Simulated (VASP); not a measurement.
# RbBr (Fm-3m) in VASP: further runs

One crystal, RbBr, is run at these levels: PBEsol; tasks: phonons.

Everything below comes from runs of VASP 6.6.1. Logs are shortened: lines on timing, memory, paths and dates and some standing lists are left out, and cuts for length are marked.

## Step 1: The structure

Symmetry: Fm-3m, No. 225, cubic system. The conventional cell has a = 6.897 Å, b = 6.897 Å, c = 6.897 Å, α = 90.00°, β = 90.00°, γ = 90.00°. Rb (site symmetry m-3m) has 6 Br at 3.45 Å as nearest neighbours. Around Br (site symmetry m-3m) lie 6 Rb at 3.45 Å.

The cell was built by a generator and isn't the measured one.

## Step 2: Phonons, PBEsol

Contents of INCAR:

```
  PREC = Accurate
  ENCUT = 520
  EDIFF = 1E-8
  ISMEAR = 0
  SIGMA = 0.01
  LREAL = False
  LASPH = True
  NELM = 100
  ALGO = Normal
  ISIF = 2
  LWAVE = False
  LCHARG = False
  GGA = PS
  NBANDS = 15
  IBRION = 8
  NSW = 1
  LEPSILON = True
```

Contents of KPOINTS:

```
Automatic mesh
0
Gamma
  6 6 6
```

Contents of POSCAR:

```
RbBr
1.0
    0.0000000000      3.4484000000      3.4484000000
    3.4484000000      0.0000000000      3.4484000000
    3.4484000000      3.4484000000      0.0000000000
Rb Br
1 1
Direct
    0.0000000000      0.0000000000      0.0000000000
    0.5000000000      0.5000000000      0.5000000000
```

Potentials or basis: VASP PAW PBE potentials, release 64 (Rb_sv, Br).

Started as:

```bash
$ cat potpaw_PBE.64/Rb_sv/POTCAR potpaw_PBE.64/Br/POTCAR > POTCAR
$ mpirun -np 1 vasp_std > vasp.out
```

OUTCAR:

```text
PREC = Accurate
   ENCUT = 520
   EDIFF = 1E-8
   ISMEAR = 0
   LREAL = False
   LASPH = True
   NELM = 100
   ISIF = 2
   GGA = PS
   IBRION = 8
   NSW = 1
   LEPSILON = True

 ion  position               nearest neighbor table
   1  0.000  0.000  0.000-   2 3.45   2 3.45   2 3.45   2 3.45   2 3.45   2 3.45
   2  0.500  0.500  0.500-   1 3.45   1 3.45   1 3.45   1 3.45   1 3.45   1 3.45

  LATTYP: Found a face centered cubic cell.
 ALAT       =     6.8968000000

  Lattice vectors:

 A1 = (   0.0000000000,   3.4484000000,   3.4484000000)
 A2 = (   3.4484000000,   0.0000000000,   3.4484000000)
 A3 = (   3.4484000000,   3.4484000000,   0.0000000000)

Analysis of symmetry for initial positions (statically):
=====================================================================
 Subroutine PRICEL returns:
 Original cell was already a primitive cell.

 Routine SETGRP: Setting up the symmetry group for a
 face centered cubic supercell.

 Subroutine GETGRP returns: Found 48 space group operations
 (whereof 48 operations were pure point group operations)
 out of a pool of 48 trial point group operations.

The static configuration has the point symmetry O_h .

Analysis of symmetry for dynamics (positions and initial velocities):
=====================================================================
 Subroutine PRICEL returns:
 Original cell was already a primitive cell.

 Routine SETGRP: Setting up the symmetry group for a
 face centered cubic supercell.

 Subroutine GETGRP returns: Found 48 space group operations
 (whereof 48 operations were pure point group operations)
 out of a pool of 48 trial point group operations.

The dynamic configuration has the point symmetry O_h .

 Subroutine INISYM returns: Found 48 space group operations
 (whereof 48 operations are pure point group operations),
 and found     1 'primitive' translations

----------------------------------------------------------------------------------------
[... 511 lines left out ...]

 MACROSCOPIC STATIC DIELECTRIC TENSOR (including local field effects in DFT)
 ------------------------------------------------------
           2.558391     0.000000     0.000000
           0.000000     2.558391    -0.000000
          -0.000000    -0.000000     2.558391
 ------------------------------------------------------

 PIEZOELECTRIC TENSOR (including local field effects)  for field in x, y, z        (e  Angst)
          XX          YY          ZZ          XY          YZ          ZX
  --------------------------------------------------------------------------------
  x     0.00000     0.00000     0.00000     0.00000     0.00000     0.00000
  y     0.00000     0.00000     0.00000     0.00000     0.00000     0.00000
  z     0.00000     0.00000     0.00000     0.00000     0.00000     0.00000

 PIEZOELECTRIC TENSOR (including local field effects)  for field in x, y, z        (C/m^2)
          XX          YY          ZZ          XY          YZ          ZX
  --------------------------------------------------------------------------------
  x     0.00000     0.00000     0.00000     0.00000     0.00000     0.00000
  y     0.00000     0.00000     0.00000     0.00000     0.00000     0.00000
  z     0.00000     0.00000     0.00000     0.00000     0.00000     0.00000

 BORN EFFECTIVE CHARGES (including local field effects) (in |e|, cummulative output)
 ---------------------------------------------------------------------------------
 ion    1
    1     1.15920     0.00000     0.00000
    2     0.00000     1.15920     0.00000
    3     0.00000     0.00000     1.15920
 ion    2
    1    -1.15920     0.00000     0.00000
    2     0.00000    -1.15920     0.00000
    3     0.00000     0.00000    -1.15920

 INTERNAL STRAIN TENSOR FOR ION    2 for displacements in x,y,z  (eV/Angst):
          X           Y           Z          XY          YZ          ZX
  --------------------------------------------------------------------------------
  x     0.00000     0.00000     0.00000     0.00000     0.00000     0.00000
  y     0.00000     0.00000     0.00000     0.00000     0.00000     0.00000
  z     0.00000     0.00000     0.00000     0.00000     0.00000     0.00000

 SECOND DERIVATIVES (NOT SYMMETRIZED)
 ------------------------------------
               1X          1Y          1Z          2X          2Y          2Z
  1X    -0.996403    0.000000    0.000000    0.996403    0.000000    0.000000
  1Y     0.000000   -0.996403    0.000000    0.000000    0.996403    0.000000
  1Z     0.000000    0.000000   -0.996403    0.000000    0.000000    0.996403
  2X     0.985218    0.000000    0.000000   -0.985218    0.000000    0.000000
  2Y     0.000000    0.985218    0.000000    0.000000   -0.985218    0.000000
  2Z     0.000000    0.000000    0.985218    0.000000    0.000000   -0.985218

 Eigenvectors and eigenvalues of the dynamical matrix
 ----------------------------------------------------

   1 f  =    2.421316 THz    15.213577 2PiTHz   80.766409 cm-1    10.013754 meV
             X         Y         Z           dx          dy          dz
      0.000000  0.000000  0.000000     0.000000    0.697135    0.000000
      3.448400  3.448400  3.448400     0.000000   -0.716940    0.000000
[... 21 lines left out ...]
   6 f/i=    0.006831 THz     0.042920 2PiTHz    0.227856 cm-1     0.028250 meV
             X         Y         Z           dx          dy          dz
      0.000000  0.000000  0.000000     0.000000    0.000000    0.716940
      3.448400  3.448400  3.448400     0.000000    0.000000    0.697135

--------------------------------------------------------------------------------------------------------

 MACROSCOPIC STATIC DIELECTRIC TENSOR IONIC CONTRIBUTION
 ------------------------------------------------------
           2.992301     0.000000     0.000000
           0.000000     2.992301     0.000000
           0.000000     0.000000     2.992301
 ------------------------------------------------------

 ELASTIC MODULI CONTR FROM IONIC RELAXATION (kBar)
 Direction    XX          YY          ZZ          XY          YZ          ZX
 --------------------------------------------------------------------------------
 XX           0.0000      0.0000      0.0000      0.0000      0.0000      0.0000
 YY           0.0000      0.0000      0.0000      0.0000      0.0000      0.0000
 ZZ           0.0000      0.0000      0.0000      0.0000      0.0000      0.0000
 XY           0.0000      0.0000      0.0000      0.0000      0.0000      0.0000
 YZ           0.0000      0.0000      0.0000      0.0000      0.0000      0.0000
 ZX           0.0000      0.0000      0.0000      0.0000      0.0000      0.0000
 --------------------------------------------------------------------------------

 PIEZOELECTRIC TENSOR IONIC CONTR  for field in x, y, z        (C/m^2)
          XX          YY          ZZ          XY          YZ          ZX
  --------------------------------------------------------------------------------
  x     0.00000     0.00000     0.00000     0.00000     0.00000     0.00000
  y     0.00000     0.00000     0.00000     0.00000     0.00000     0.00000
  z     0.00000     0.00000     0.00000     0.00000     0.00000     0.00000
```

OSZICAR:

```text
N       E                     dE             d eps       ncg     rms          rms(c)
DAV:   1     0.850924607924E+02    0.85092E+02   -0.64706E+03   480   0.906E+02
DAV:   2    -0.729131428185E+00   -0.85822E+02   -0.80322E+02   688   0.163E+02
DAV:   3    -0.643286207521E+01   -0.57037E+01   -0.56832E+01   657   0.446E+01
DAV:   4    -0.656211442406E+01   -0.12925E+00   -0.12924E+00   689   0.643E+00
DAV:   5    -0.656318403224E+01   -0.10696E-02   -0.10696E-02   664   0.538E-01    0.268E+00
[... 216 lines left out ...]
RMM:  10    -0.146560729252E+00    0.20337E-06    0.29408E-06  2004   0.115E-04    0.135E-05
RMM:  11    -0.146560843762E+00   -0.11451E-06   -0.85329E-07  2087   0.462E-05    0.120E-05
RMM:  12    -0.146560831718E+00    0.12044E-07    0.32147E-07  2062   0.238E-05    0.188E-06
RMM:  13    -0.146560825098E+00    0.66195E-08   -0.12306E-07  1975   0.140E-05    0.199E-06
RMM:  14    -0.146560824640E+00    0.45778E-09    0.37106E-08  1806   0.102E-05    0.639E-07
 Linear response finished
```

Run time: 5 min. Hardware: 1 thread of Intel Xeon Platinum 8488C (Sapphire Rapids), shared host; peak memory 0.29 GiB.

Results:

```
Electronic dielectric tensor (diagonal)                 : 2.56
Born charges (mean of the diagonal)                     : Rb +1.16; Br -1.16 e
Highest phonon frequency at Γ, LO-TO splitting left out : 81 cm⁻¹
```

Phonon frequencies in cm⁻¹ (negative: imaginary):
| q point | frequencies |
| --- | --- |
| (0.000, 0.000, 0.000) | 0 0 0 81 81 81 |

Electronic dielectric tensor:
```
2.56 0.00 0.00
0.00 2.56 0.00
0.00 0.00 2.56
```

Born effective charge tensors (e):
atom 1, Rb
```
1.16 0.00 0.00
0.00 1.16 0.00
0.00 0.00 1.16
```
atom 2, Br
```
-1.16  0.00  0.00
 0.00 -1.16  0.00
 0.00  0.00 -1.16
```

Caveat: the PAW data sets were made with another functional, which shifts forces and pressure a little.

## Step 3: Phonons, PBEsol

This run uses another cell than the first one, of 43.10 Å³/atom, 1.051 times its volume.

Contents of INCAR:

```
  ALGO = Normal
  EDIFF = 1E-8
  ENCUT = 520
  GGA = PS
  IBRION = 8
  ISIF = 2
  ISMEAR = 0
  LASPH = True
  LCHARG = True
  LEPSILON = True
  LREAL = False
  LWAVE = False
  NBANDS = 15
  NELM = 100
  NSW = 1
  PREC = Accurate
  SIGMA = 0.01
```

Contents of KPOINTS:

```
k-points
0
Gamma
  6 6 6
```

Contents of POSCAR:

```
RbBr
1.0
    0.0000000000      3.5062000000      3.5062000000
    3.5062000000      0.0000000000      3.5062000000
    3.5062000000      3.5062000000      0.0000000000
Rb Br
1 1
Direct
    0.0000000000      0.0000000000      0.0000000000
    0.5000000000      0.5000000000      0.5000000000
```

Potentials or basis: VASP PAW PBE potentials, release 64 (Rb_sv, Br).

Started as:

```bash
$ cat potpaw_PBE.64/Rb_sv/POTCAR potpaw_PBE.64/Br/POTCAR > POTCAR
$ mpirun -np 1 vasp_std > vasp.out
```

OUTCAR:

```text
EDIFF = 1E-8
   ENCUT = 520
   GGA = PS
   IBRION = 8
   ISIF = 2
   ISMEAR = 0
   LASPH = True
   LEPSILON = True
   LREAL = False
   NELM = 100
   NSW = 1
   PREC = Accurate

 ion  position               nearest neighbor table
   1  0.000  0.000  0.000-   2 3.51   2 3.51   2 3.51   2 3.51   2 3.51   2 3.51
   2  0.500  0.500  0.500-   1 3.51   1 3.51   1 3.51   1 3.51   1 3.51   1 3.51

  LATTYP: Found a face centered cubic cell.
 ALAT       =     7.0124000000

  Lattice vectors:

 A1 = (   0.0000000000,   3.5062000000,   3.5062000000)
 A2 = (   3.5062000000,   0.0000000000,   3.5062000000)
 A3 = (   3.5062000000,   3.5062000000,   0.0000000000)

Analysis of symmetry for initial positions (statically):
=====================================================================
 Subroutine PRICEL returns:
 Original cell was already a primitive cell.

 Routine SETGRP: Setting up the symmetry group for a
 face centered cubic supercell.

 Subroutine GETGRP returns: Found 48 space group operations
 (whereof 48 operations were pure point group operations)
 out of a pool of 48 trial point group operations.

The static configuration has the point symmetry O_h .

Analysis of symmetry for dynamics (positions and initial velocities):
=====================================================================
 Subroutine PRICEL returns:
 Original cell was already a primitive cell.

 Routine SETGRP: Setting up the symmetry group for a
 face centered cubic supercell.

 Subroutine GETGRP returns: Found 48 space group operations
 (whereof 48 operations were pure point group operations)
 out of a pool of 48 trial point group operations.
[... 537 lines left out ...]
  --------------------------------------------------------------------------------
  x     0.00000     0.00000     0.00000     0.00000     0.00000     0.00000
  y     0.00000     0.00000     0.00000     0.00000     0.00000     0.00000
  z     0.00000     0.00000     0.00000     0.00000     0.00000     0.00000

 BORN EFFECTIVE CHARGES (including local field effects) (in |e|, cummulative output)
 ---------------------------------------------------------------------------------
 ion    1
    1     1.16592     0.00000     0.00000
    2     0.00000     1.16592     0.00000
    3     0.00000     0.00000     1.16592
 ion    2
    1    -1.16592     0.00000     0.00000
    2     0.00000    -1.16592     0.00000
    3     0.00000     0.00000    -1.16592

 INTERNAL STRAIN TENSOR FOR ION    2 for displacements in x,y,z  (eV/Angst):
          X           Y           Z          XY          YZ          ZX
  --------------------------------------------------------------------------------
  x     0.00000     0.00000     0.00000     0.00000     0.00000     0.00000
  y     0.00000     0.00000     0.00000     0.00000     0.00000     0.00000
  z     0.00000     0.00000     0.00000     0.00000     0.00000     0.00000

 SECOND DERIVATIVES (NOT SYMMETRIZED)
 ------------------------------------
               1X          1Y          1Z          2X          2Y          2Z
  1X    -0.753211    0.000000    0.000000    0.753211    0.000000    0.000000
  1Y     0.000000   -0.753211    0.000000    0.000000    0.753211    0.000000
  1Z     0.000000    0.000000   -0.753211    0.000000    0.000000    0.753211
  2X     0.750443    0.000000    0.000000   -0.750443    0.000000    0.000000
  2Y     0.000000    0.750443    0.000000    0.000000   -0.750443    0.000000
  2Z     0.000000    0.000000    0.750443    0.000000    0.000000   -0.750443

 Eigenvectors and eigenvalues of the dynamical matrix
 ----------------------------------------------------

   1 f  =    2.109315 THz    13.253216 2PiTHz   70.359169 cm-1     8.723421 meV
             X         Y         Z           dx          dy          dz
      0.000000  0.000000  0.000000     0.000000    0.695771    0.000000
      3.506200  3.506200  3.506200     0.000000   -0.718264    0.000000
[... 21 lines left out ...]
   6 f/i=    0.001941 THz     0.012195 2PiTHz    0.064740 cm-1     0.008027 meV
             X         Y         Z           dx          dy          dz
      0.000000  0.000000  0.000000     0.000000    0.000000    0.718264
      3.506200  3.506200  3.506200     0.000000    0.000000    0.695771

--------------------------------------------------------------------------------------------------------

 MACROSCOPIC STATIC DIELECTRIC TENSOR IONIC CONTRIBUTION
 ------------------------------------------------------
           3.795301     0.000000    -0.000000
           0.000000     3.795301    -0.000000
          -0.000000    -0.000000     3.795301
 ------------------------------------------------------

 ELASTIC MODULI CONTR FROM IONIC RELAXATION (kBar)
 Direction    XX          YY          ZZ          XY          YZ          ZX
 --------------------------------------------------------------------------------
 XX           0.0000      0.0000      0.0000      0.0000      0.0000      0.0000
 YY           0.0000      0.0000      0.0000      0.0000      0.0000      0.0000
 ZZ           0.0000      0.0000      0.0000      0.0000      0.0000      0.0000
 XY           0.0000      0.0000      0.0000      0.0000      0.0000      0.0000
 YZ           0.0000      0.0000      0.0000      0.0000      0.0000      0.0000
 ZX           0.0000      0.0000      0.0000      0.0000      0.0000      0.0000
 --------------------------------------------------------------------------------

 PIEZOELECTRIC TENSOR IONIC CONTR  for field in x, y, z        (C/m^2)
          XX          YY          ZZ          XY          YZ          ZX
  --------------------------------------------------------------------------------
  x     0.00000     0.00000     0.00000     0.00000     0.00000     0.00000
  y     0.00000     0.00000     0.00000     0.00000     0.00000     0.00000
  z     0.00000     0.00000     0.00000     0.00000     0.00000     0.00000
```

stdout:

```text
POSCAR found type information on POSCAR RbBr
 POSCAR found :  2 types and       2 ions
 scaLAPACK will be used
 -----------------------------------------------------------------------------
|                                                                             |
|                                                                             |
|     You enforced a specific xc type in the INCAR file but a different       |
[... 39 lines left out ...]
 force on displaced ion       1 direction 1 :  -0.753   0.000   0.000
 Born effective charge ion    1 direction 1 :   1.166   0.000   0.000
 Linear response progress:
 first order change of Fermi-energy   0.15073E-03
 force on displaced ion       2 direction 1 :  -0.750   0.000   0.000
 Born effective charge ion    2 direction 1 :  -1.166   0.000   0.000
 Born effective charges drift removed
 Linear response finished
```

It took 8.4 min on 1 thread of Intel Xeon Platinum 8488C (Sapphire Rapids), shared host; peak memory 0.35 GiB.

Results:

```yaml
Electronic_dielectric_tensor_diagonal: 2.49
Born_charges_mean_of_the_diagonal: Rb +1.17; Br -1.17 e
Highest_phonon_frequency_at_Γ_LO-TO_splitting_left_out: 70 cm⁻¹
```

Phonon frequencies in cm⁻¹ (negative: imaginary):
```
              q point     frequencies
(0.000, 0.000, 0.000)  0 0 0 70 70 70
```

Electronic dielectric tensor:
```
2.49 0.00 0.00
0.00 2.49 0.00
0.00 0.00 2.49
```

Born effective charge tensors (e):
atom 1, Rb
```
1.17 0.00 0.00
0.00 1.17 0.00
0.00 0.00 1.17
```
atom 2, Br
```
-1.17  0.00  0.00
 0.00 -1.17  0.00
 0.00  0.00 -1.17
```

Caveat: the PAW data sets were made with another functional, which shifts forces and pressure a little.
